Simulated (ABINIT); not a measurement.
GaN:

```xyz
2
Lattice="0.0000 2.2535 2.2535 2.2535 0.0000 2.2535 2.2535 2.2535 0.0000" Properties=species:S:1:pos:R:3 pbc="T T T"
Ga    0.0000    0.0000    0.0000
N     1.1268    1.1268    1.1268
```

The cell is a database's computed one.

Base run:

- Program: ABINIT 10.8.3 (patched build)
- Functional: PBE0
- Potentials or basis: SPMS NC PBE v1.0
- Cutoff: 952 eV
- k mesh: 6 × 6 × 6
- Occupations: fermi-dirac, width 0.05 eV
- Spin: no spin polarisation

Its results: band gap on the k mesh 3.74 eV, direct.

Question: After a change of settings the same cell gave: band gap on the k mesh 2.94 eV, direct. Which change was it?
A. share of exact exchange from 0.25 to 0.05
B. share of exact exchange from 0.25 to 0.15
C. share of exact exchange from 0.25 to 0.35

Answer: B.

Caveats: exact exchange is summed on a coarse mesh, which widens gaps by tenths of an eV.

Runs at the PBE level aren't shown here.
